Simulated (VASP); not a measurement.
A run of VASP 6.6.1 is set up as follows.

POSCAR

```
PtSe2
1.0
    3.7286599689      0.0000000000      0.0000000000
   -1.8643299844      3.2291142551      0.0000000000
    0.0000000000      0.0000000000      5.2770333368
Pt Se
1 2
Direct
    0.0000000000      0.0000000000      0.0000000000
    0.3333333333      0.6666666667      0.2462223103
    0.6666666667      0.3333333333      0.7537776897
```

Contents of INCAR.step1:

```
SYSTEM = PtSe2
ALGO     = Normal         ! electronic algorithm
EDIFF    = 1E-5           ! SCF threshold, eV
ENCUT    = 520            ! plane-wave cutoff, eV
GGA      = PE             ! functional
ISIF     = 2              ! what is computed and relaxed
ISMEAR   = -1             ! smearing method
LASPH    = .TRUE.         ! aspherical terms in the spheres
LCHARG   = .FALSE.        ! write CHGCAR
LREAL    = .FALSE.        ! projectors in reciprocal space
LWAVE    = .TRUE.         ! write WAVECAR
NBANDS   = 18             ! bands
NELM     = 100            ! most SCF steps
PREC     = Accurate       ! precision mode
SIGMA    = 0.02           ! smearing width, eV
```

File INCAR.step2:

```
SYSTEM = PtSe2
ALGO     = Normal         ! electronic algorithm
EDIFF    = 1E-6           ! SCF threshold, eV
ENCUT    = 520            ! plane-wave cutoff, eV
GGA      = PE             ! functional
HFSCREEN = 0.2079         ! screening, 1/A
ISIF     = 2              ! what is computed and relaxed
ISMEAR   = -1             ! smearing method
ISTART   = 1            
LASPH    = .TRUE.         ! aspherical terms in the spheres
LCHARG   = .FALSE.        ! write CHGCAR
LHFCALC  = .TRUE.         ! exact exchange
LREAL    = .FALSE.        ! projectors in reciprocal space
LWAVE    = .FALSE.        ! write WAVECAR
NBANDS   = 18             ! bands
NELM     = 100            ! most SCF steps
PREC     = Accurate       ! precision mode
PRECFOCK = Normal       
SIGMA    = 0.02           ! smearing width, eV
```

Contents of KPOINTS:

```
k-points
0
G
  6 6 2
  0 0 0
```

Potentials or basis: VASP PAW PBE potentials, release 64 (Pt, Se).

Run with:

```console
$ cat potpaw_PBE.64/Pt/POTCAR potpaw_PBE.64/Se/POTCAR > POTCAR
$ cp INCAR.step1 INCAR
$ mpirun -np 1 vasp_std > vasp.out
$ cp INCAR.step2 INCAR
$ mpirun -np 1 vasp_std > vasp.out
```

Q: Predict the band gap on the k mesh.

A: 0.18 eV, indirect (least direct gap 1.69 eV).

Q: Predict the largest force.

A: 0.301 eV/Å.

Q: Estimate the pressure.

A: -0.7 GPa.

Forces in eV/Å, atoms in the order of the input:
```
Pt   0.000  0.000  0.000
Se   0.000  0.000 -0.301
Se   0.000  0.000  0.301
```

Caveat: the k mesh is coarse (spacing up to 0.60 Å⁻¹), so the values aren't converged, least of all with exact exchange; the PAW data sets were made with another functional, which shifts forces and pressure a little; spin-orbit coupling is left out, which moves the levels of the heavy elements. A k mesh can miss the band edges.
